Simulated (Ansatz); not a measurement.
# TiH2: changing the dispersion correction

The cell as given:

The structure is tetragonal, space group I4/mmm (No. 139). Conventional cell: a = 3.193 Å, b = 3.193 Å, c = 4.267 Å, α = 90.00°, β = 90.00°, γ = 90.00°. Around Ti (site symmetry 4/mmm) lie 8 H at 1.92 Å. H (site symmetry -4m2) has 4 Ti at 1.92 Å and 2 H at 2.13 Å as nearest neighbours.

Kept alike: task relaxation of cell and atoms; functional r2SCAN; k mesh 12 × 12 × 12; occupations fermi-dirac, width 0.05 eV; no spin polarisation. Program: Ansatz, Ansatz PAW, cutoff 500 eV. The mesh is that of the run's cell of 3 atoms. No spin-orbit coupling.

| dispersion correction | volume (Å³/atom) |
| --- | --- |
| D3(BJ) | 6.959 |
| D3(BJ)-ATM | 7.026 |
| D4 | 7.027 |
| none | 7.104 |
| rVV10 | 7.058 |

The relaxations keep at least the cell's symmetry (I4/mmm). For a metal such a mesh leaves the last digits unconverged. Relaxations stop with a little pressure left, so the last digits of a volume or edge aren't settled. Ansatz's relaxations hold a Pulay term in the stress (up to 0.1 GPa here). All rows use potentials made for PBE.

Task: What does the dispersion correction change here?

Result: The volume runs from 6.959 (D3(BJ)) to 7.104 Å³/atom (none). Against no correction: D3(BJ) -2.0 %; D3(BJ)-ATM -1.1 %; D4 -1.1 %; rVV10 -0.6 %. Dispersion terms mostly attract and so lower the volume; the schemes' coefficients and damping set how far.
